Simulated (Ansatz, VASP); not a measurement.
**Ag in VASP and in Ansatz**

```xyz
2
Lattice="2.9342 0.0000 0.0000 -1.4671 2.5411 0.0000 0.0000 0.0000 4.7991" Properties=species:S:1:pos:R:3 pbc="T T T"
Ag    0.0000    1.6940    1.1998
Ag    1.4671    0.8470    3.5993
```

Alike in both runs: functional PBE; k mesh 18 × 18 × 10; occupations gaussian, width 0.1 eV; no spin polarisation.

Ansatz relaxed the structure, and its values are those at the end. VASP's run is a single point on that final structure, the one shown.

|  | VASP | Ansatz |
| --- | --- | --- |
| version | VASP 6.6.1 | Ansatz 0.2.0 |
| potentials or method | VASP PAW PBE potentials, release 64 (Ag) | scalar-relativistic, plane waves, PAW |
| plane-wave cutoff (eV) | 520 | 420 |
| valence electrons in the cell | 22 | 38 |

```tsv
	VASP	Ansatz	Ansatz less VASP
gap on the k mesh at the Fermi level (eV)	none	none	-
pressure (GPa)	0.0	0.0	+0.03
```

A gap of «none» marks a metal or a gap that the smearing closes. With one functional, cell and mesh, what is left measures potentials, basis and numerics. The two sets of potentials don't hold the same shells in valence.
